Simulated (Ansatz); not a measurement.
**KF under changes of volume**

One of the cells (17.306 Å³/atom); the others are scaled copies at fixed shape and fractional positions:

```xyz
2
Lattice="3.2590 0.0000 0.0000 0.0000 3.2590 0.0000 0.0000 0.0000 3.2590" Properties=species:S:1:pos:R:3 pbc="T T T"
K     0.0000    0.0000    0.0000
F     1.6295    1.6295    1.6295
```

The cell comes from a database or a generator and needn't be the stable form of this composition.

| Item | Value |
| --- | --- |
| Program | Ansatz 0.2.0 |
| Functional | PBE |
| Potentials or basis | Ansatz PAW |
| Cutoff | 420 eV (not typed: the program's choice for these potentials) |
| k mesh | 8 × 8 × 8 |
| Occupations | fermi-dirac, width 0.05 eV |
| Spin | no spin polarisation |

```csv
volume (Å³/atom),energy over the lowest point (meV/atom),pressure (GPa),gap on the mesh (eV)
16.268,?,?,?
16.614,3.10,1.5,6.56
16.960,0.80,0.7,6.41
17.306,0.00,0.0,6.27
17.652,0.75,-0.6,6.14
17.999,2.70,-1.2,6.01
18.345,5.75,-1.7,5.89
```

What does the run at 16.268 Å³/atom give?

Energy over the lowest point 7.19 meV/atom; pressure 2.4 GPa; gap on the mesh 6.72 eV.

Worked out: A Birch-Murnaghan fit of order 3 (a polynomial in V^(-2/3)) to the other rows has its minimum at 17.30 Å³/atom with B0 = V·E''(V) = 33 GPa and B' = 5.2. It gives 7.28 meV/atom at 16.268 Å³/atom, against the run's 7.19, and -dE/dV = 2.4 GPa, against 2.4. A straight line through the other rows of the gap, of slope -6.75 eV per unit of ln V, extrapolates to 6.69 eV, against the run's 6.72.

Energies are extrapolated to zero smearing.

A mesh can miss the band edges.
